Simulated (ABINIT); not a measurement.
Write the native input for ABINIT 10.8.3 (patched build) that does the following.

```
Task                : single point
Functional          : PBE
Potentials or basis : PseudoDojo NC SR PBE v0.5 stringent
Cutoff              : 1088 eV
k mesh              : 9 × 9 × 4
Occupations         : fermi-dirac, width 0.05 eV
Spin                : no spin polarisation
```

MoS2:

```
Mo S
1.0
     3.22746    0.00000    0.00000
    -1.61373    2.79507    0.00000
     0.00000    0.00000    6.31247
Mo S
1 2
Direct
  0.00000 0.00000 0.50000
  0.66667 0.33333 0.74468
  0.33333 0.66667 0.25532
```

Measurements of this composition are mostly on another form, of space group No. 194.

The input as run:

run.abi

```
# Pseudopotentials
pp_dirpath "./"
pseudos "Mo.upf, S.upf"

# Structure
acell 3.2274645616 3.2274645615 6.31247342 Angstrom
rprim
     1.0000000000     0.0000000000     0.0000000000
    -0.5000000000     0.8660254038     0.0000000000
     0.0000000000     0.0000000000     1.0000000000
ntypat 2
znucl 42 16
natom 3
typat 1 2 2
xred
     0.0000000000     0.0000000000     0.5000000000
     0.6666666667     0.3333333333     0.7446806800
     0.3333333333     0.6666666667     0.2553193200

# Plane-wave basis
ecut 40.0

# k points
kptopt 1
ngkpt 9 9 4
nshiftk 1
shiftk 0.0 0.0 0.0

# Exchange and correlation
ixc 11

# Bands and occupations
nband 17
occopt 3
tsmear 0.05 eV

# SCF cycle
nstep 100
tolvrs 1.0e-10

# Output
iomode 3
prtwf 0
prtden 0
prteig 0
prtebands 0
enunit 1
```

Potentials or basis: PseudoDojo NC SR PBE v0.5 stringent.

The run is started by

```bash
$ abinit run.abi > log 2>&1
```

It gave:

```json
{
  "Pressure": "1.1 GPa",
  "Largest force": "0.292 eV/Å",
  "Band gap on the k mesh": "none (metal or under the smearing width)",
  "Valence electrons inside the program's atomic spheres": "Mo 10.49; S 3.92"
}
```

Caveat: this functional lacks dispersion, which binds the layers, so the pressure and a relaxed spacing across them are unreliable.

Run time: 2.3 min on 1 thread of Arm Neoverse V1, with other jobs on the host, peak memory 0.13 GiB.
